**Question**

Boron phosphide is a hard covalent crystal in which each atom has four bonds. The table compares its computed cubic lattice constant with the measured 4.538 Å. All rows come from one program, so they compare functionals, dispersion corrections and potentials. D3(BJ) is an added energy that represents dispersion, the weak attraction between fluctuating charges on different atoms.

Kohn-Sham DFT with ABINIT 10.8.3 for boron phosphide (F-43m, two-atom cell), without spin polarisation or spin-orbit coupling and with Fermi-Dirac smearing of 0.05 eV. Each rest volume comes from a fit to the energies at seven volumes. The measured cubic lattice constant is 4.538 Å (bulk crystal, arXiv:1407.1677; literature values range from 4.534 to 4.540 Å).

```
          program     functional             how the value is got                      potentials or basis  wave cutoff (eV)    k-mesh  computed lattice constant (Å)  computed over measured, less one (%)
ABINIT 10.8.3 (1)  revPBE+D3(BJ)  from the rest volume of the fit                         JTH PAW PBE v2.0               544  10x10x10                          4.484                                 -1.19
ABINIT 10.8.3 (2)            LDA  from the rest volume of the fit                         JTH PAW LDA v2.0               544  10x10x10                          4.492                                 -1.02
ABINIT 10.8.3 (3)    BLYP+D3(BJ)  from the rest volume of the fit                         JTH PAW PBE v2.0               544  10x10x10                          4.508                                 -0.67
ABINIT 10.8.3 (4)     PBE+D3(BJ)  from the rest volume of the fit                         JTH PAW PBE v2.0               544  10x10x10                          4.508                                 -0.65
ABINIT 10.8.3 (5)         PBEsol  from the rest volume of the fit  PseudoDojo NC SR PBEsol v0.4.1 standard              1034  10x10x10                          4.521                                 -0.38
ABINIT 10.8.3 (6)            PBE  from the rest volume of the fit      PseudoDojo NC SR PBE v0.4 stringent              1034  10x10x10                          4.547                                  0.21
ABINIT 10.8.3 (7)       rPW86PBE  from the rest volume of the fit     PseudoDojo NC SR PBE v0.4.1 standard              1034  10x10x10                          4.587                                  1.08
ABINIT 10.8.3 (8)           BLYP  from the rest volume of the fit                         JTH PAW PBE v2.0               544  10x10x10                          4.597                                  1.31
```

At the measured lattice constant, the computed pressure is +6.0 GPa with BLYP and −3.5 GPa with BLYP+D3. A positive pressure means that the crystal pushes outward. Near the rest volume of plain BLYP, adding D3 changes the pressure by −8.86 GPa, and the bulk modulus of plain BLYP at rest is 148.8 GPa.

(a) BLYP+D3 has a smaller error than BLYP. Has D3 repaired what was wrong with BLYP?

(b) From the pressure and the bulk modulus, estimate how far D3 should shrink the BLYP lattice, compare this with the table, and explain why the correction acts so strongly in this crystal.

(c) D3 raises the bulk modulus at rest from 149 to 168 GPa. Does it stiffen the crystal?

**Model answer**

**(a)** No, it has replaced one error by an opposite one. Plain BLYP gives a lattice 1.31% too long, and BLYP+D3 one 0.67% too short. The contraction is about one and a half times the excess length over the measured value; allowing for the zero-point and thermal expansion in that value would bring the ratio appreciably closer to one. The smaller final error therefore comes from an overshoot that stops closer to the target than the starting point was.

The pressures show the same failure without any change of cell. At the measured lattice constant, BLYP pushes outward with 6.0 GPa, while D3 pulls inward with 9.5 GPa. The two rows share potentials and cutoff, and their band gaps agree at each volume. D3 has left the electrons as they were and added only an energy that depends on where the nuclei sit, so the difference in pressure belongs to D3 alone.

The outward push of BLYP has a likely origin, though these runs do not test it. Its exchange part favours strongly varying electron densities, as in separated atoms, over the smoother density of a compact solid, but at the gradients met in a solid it is close to PBE exchange. The extra length over PBE is expected mainly from the LYP correlation, which is too weak for slowly varying densities and offsets less of that preference than PBE correlation does. Bonds in solids therefore tend to come out too long. Plain BLYP also lacks some real dispersion, but a fault in the bonds themselves is not one that a dispersion term is designed to mend.

**(b)** Let $p_D$ be the pressure that D3 adds and $B$ the bulk modulus of plain BLYP. At the BLYP rest volume $V$ the crystal has no pressure of its own, so D3 makes it shrink. Shrinking by $\Delta V$ builds up an outward push of $-B\,\Delta V/V$, and the crystal comes to rest when this push balances $p_D$. Since the volume varies as the cube of the lattice constant $a$, a small relative change in length is one third of that in volume:

$$\frac{\Delta a}{a}\approx\frac{p_D}{3B}=\frac{-8.86}{3\times148.8}\approx-0.020.$$

The estimate is a contraction of about 2%, and the full calculation gives nearly the same. No constant was adjusted; pressure and bulk modulus come from the same calculations as the lattice constants. The close agreement owes something to two neglected effects that oppose each other. As the cell shrinks, D3 pulls harder, but the crystal also becomes stiffer.

Why the pull is so large has to be argued from the way D3 is built. Its damping and the weight of its steeper $r^{-8}$ term are fitted for each functional, mainly on the interaction energies of molecules that touch without bonding. BLYP is too repulsive there, so its $r^{-8}$ term carries a weight several times that for PBE, which makes the correction strongly attractive at medium range. The damping flattens the pair energy at short distance, so the four bonded neighbours are expected to pull almost nothing and the twelve like neighbours at about 3.2 Å only a modest share. Most of the pull is expected from the twelve unlike neighbours at about 3.8 Å and the shells beyond, which are well filled in so dense a crystal. The runs fit such heavy damping: from the largest to the smallest volume the D3 pressure goes from −8.6 to −10.7 GPa, a factor of 1.25, where an undamped $r^{-6}$ sum would give 1.43. The strengths of the pair terms also derive from molecules and omit the screening by the surrounding solid. The calculations do not separate these contributions.

Layered boron nitride makes a useful contrast. Between its sheets there are no covalent bonds, plain BLYP fails to hold the stack together properly, and dispersion supplies an attraction that is really needed. In boron phosphide the same kind of term acts on a network that covalent bonds already hold together.

**(c)** At a fixed volume, D3 makes the crystal softer. At 11.45 Å³ per atom, practically the rest volume of BLYP+D3, the bulk modulus is 185 GPa without D3 and 167 GPa with it. An attraction that grows as the atoms approach helps the compression along and so lowers the resistance to it. The value at rest rises only because D3 has moved the crystal to a smaller volume, where the bonds are much stiffer.

**Remarks on the reasoning**

The sign of the error is more telling than its size. All three rows with D3 are too short, whereas plain functionals err in both directions: BLYP, rPW86PBE and PBE are too long, PBEsol and LDA too short. A correction that turns a long lattice into a short one has added more attraction than that lattice lacked on balance. To see this, the calculation must be run with and without the correction on the same potentials, as in the BLYP pair. The two PBE rows also differ in their potentials, so their difference is not a pure effect of D3.

One reservation concerns the potentials. Both BLYP rows, like those of revPBE+D3 and rPW86PBE, use potentials made for PBE, and the error this causes is not measured here. It cancels in the D3 pull, since both BLYP rows share it, but it can shift both lattice constants and with them the exact size of the overshoot.

The row revPBE+D3 has the shortest lattice of all, 1.19% below the measured value and slightly below even LDA. Plain revPBE is known to give longer lattices than PBE, so the likely culprit is again a strong D3 term tuned to a repulsive functional. For this row that is an inference from known behaviour; only for BLYP does the table isolate the effect.

The measured crystal is also slightly swollen by zero-point and thermal motion, which the calculations leave out. In solids of light atoms this typically amounts to a few tenths of a percent. Including it would lengthen the computed lattices, reducing the miss of BLYP+D3 but probably not removing it, and making that of plain BLYP worse. For the same reason, the small errors of PBE (+0.21%) and PBEsol (−0.38%) do not decide which of the two describes the bonds better.

The analysis printed below gives the pressures and bulk moduli used here. The pressures lie slightly below those obtained from the slope of the energies, but the D3 pull survives this check: the energies alone give a mean of 9.5 GPa over the volumes computed.

Output of the analysis:

```
Lattice constants and pressures at the measured cell:
                row  computed a in A  error in %  pressure in GPa  bulk modulus at rest in GPa
  ABINIT 10.8.3 (1)            4.484       -1.19           -6.145                        175.7
  ABINIT 10.8.3 (2)            4.492       -1.02            -5.36                        176.1
  ABINIT 10.8.3 (3)            4.508       -0.67           -3.501                        167.6
  ABINIT 10.8.3 (4)            4.508       -0.65           -3.462                        170.9
  ABINIT 10.8.3 (5)            4.521       -0.38           -1.908                        168.8
  ABINIT 10.8.3 (6)            4.547        0.21           0.9896                        161.2
  ABINIT 10.8.3 (7)            4.587        1.08            5.196                          152
  ABINIT 10.8.3 (8)            4.597        1.31            6.014                        148.8
Lattice constant of the middle cell of the energy curves, A: 4.538
Change of a when D3 is added to BLYP, A: -0.089
Change of a when D3 is added to BLYP, %: -1.936
Contraction by D3 over the excess length of plain BLYP, ratio: 1.508
D3 pressure in BLYP at the measured cell, GPa: -9.514
D3 pull over the outward push of plain BLYP at the measured cell, ratio: 1.582
D3 pressure near the rest volume of plain BLYP, GPa: -8.858
Estimated change of a from that pressure over three bulk moduli, %: -1.985
D3 energy at the measured cell, eV/atom: -0.6854
Change of the D3 energy from the smallest to the largest volume, eV/atom: 0.08352
Mean D3 pressure from the slope of the energies, GPa: -9.546
Bulk modulus of BLYP at the fixed volume 11.448 A^3/atom, GPa: 185.1
Bulk modulus of BLYP+D3 at the same fixed volume, GPa: 167
Change of the bulk modulus by D3 at fixed volume, GPa: -18.11
Change of the bulk modulus by D3 between the rest volumes, GPa: 18.87
PBE+D3 less PBE with other potentials, A: -0.039
revPBE+D3 less LDA, A: -0.008
```
